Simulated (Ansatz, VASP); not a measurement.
## One calculation of Cu, two programs

```
CELL_PARAMETERS angstrom
2.56619 0.00000 0.00000
-1.28309 2.22238 0.00000
0.00000 0.00000 3.94526
ATOMIC_POSITIONS crystal
Cu 0.33333 0.66667 0.25000
Cu 0.66667 0.33333 0.75000
```

Alike in both runs: task single point; functional PBE; k mesh 21 × 21 × 12; occupations gaussian, width 0.15 eV; no spin polarisation.

|  | VASP | Ansatz |
| --- | --- | --- |
| version | VASP 6.6.1 | Ansatz 0.2.0 |
| potentials or method | VASP PAW PBE potentials, release 64 (Cu) | scalar-relativistic, plane waves, PAW |
| plane-wave cutoff (eV) | 520 | 520 |
| valence electrons in the cell | 22 | 38 |

```csv
,VASP,Ansatz,Ansatz less VASP
gap on the k mesh at the Fermi level (eV),none,none,-
pressure (GPa),11.6,10.8,-0.72
largest component of the traceless stress (GPa),8.34,8.44,+0.095
```

A gap of «none» marks a metal or a gap that the smearing closes. The two sets of potentials don't hold the same shells in valence.
